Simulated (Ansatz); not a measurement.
## Si2W: clamped-ion strain scan

The calculation used DFT PBE, scalar-relativistic, plane waves, PAW in Ansatz. The runs took a 420 eV cutoff, a Γ-centred 20×20×20 mesh and Gaussian smearing (0.15 eV). Spin–orbit coupling is left out, which can shift energies with elements as heavy as these. No spin polarisation. Energies are free energies at this smearing, counted from the undisturbed cell; pressure is positive in compression.

The starting cell (relaxed at this level):

```
CELL_PARAMETERS angstrom
-1.61450 1.61450 3.93341
1.61450 -1.61450 3.93341
1.61450 1.61450 -3.93341
ATOMIC_POSITIONS crystal
Si 0.33457 0.33457 0.00000
Si 0.66543 0.66543 0.00000
W 0.00000 0.00000 0.00000
```

The cell is strained by ε times the Voigt pattern (1, 1, 0, 0, 0, 0) (xx, yy, zz, yz, xz, xy; engineering shear) with fractional coordinates fixed. The cell is metallic on the mesh throughout.

| ε | ΔE (meV/atom) |
| --- | --- |
| -0.1500 | 1543.0 |
| -0.0750 | 317.1 |
| 0.0000 | 0.0 |
| 0.0375 | 58.2 |
| 0.1125 | 426.0 |
| 0.1500 | 681.3 |

(1) Predict the pressure (GPa) at each point.

## Answers

(1)
```
      ε  pressure (GPa)
-0.1500           141.3
-0.0750            47.4
 0.0000             0.0
 0.0375           -13.0
 0.1125           -26.2
 0.1500           -28.6
```

Cost: 6 runs of about 1.5 core-minutes in all, on Intel Xeon 6975P-C (Granite Rapids) (shared hosts).